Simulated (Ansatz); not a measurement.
# CuI: the gap under strain

CuI, P4/nmm, a = 4.002 Å, c = 6.481 Å. This isn't the usual stable structure of the compound. Ansatz: PBEsol, PAW, 420 eV, Γ-centred 8×8×4 mesh on 4 atoms, Gaussian smearing 0.02 eV; no spin polarisation. Series: equal strain along all axes, cell held, atoms relaxed; x is the strain in per cent. The gap is sought over the whole zone.

| x (%) | gap y (eV) |
| --- | --- |
| -6.0 | ? |
| -4.0 | 1.471 |
| -2.0 | 1.492 |
| 0.0 | 1.521 |
| 2.0 | 1.558 |
| 4.0 | 1.603 |
| 6.0 | 1.656 |

Q: Fit y = E0 + c1 x + c2 x² to the other rows, give the deformation potential for this strain, and predict the missing gap.

A: Least squares on the rows shown. y = 1.5210 + 0.016500 x + 0.0010000 x². The deformation potential is 100 c1 = 1.65 eV per unit strain of each axis, or a third of that, 0.55 eV, as the usual dE_g/d ln V. At x = -6.0 the fit asked for gives 1.458 eV. The run gave 1.455 eV, so the fit is 0.003 eV too high, a small miss on the scale of the series.

Spin-orbit coupling is left out, which matters for the bands of heavy elements. Semilocal functionals give gaps under the measured ones; changes of the gap mostly carry over better.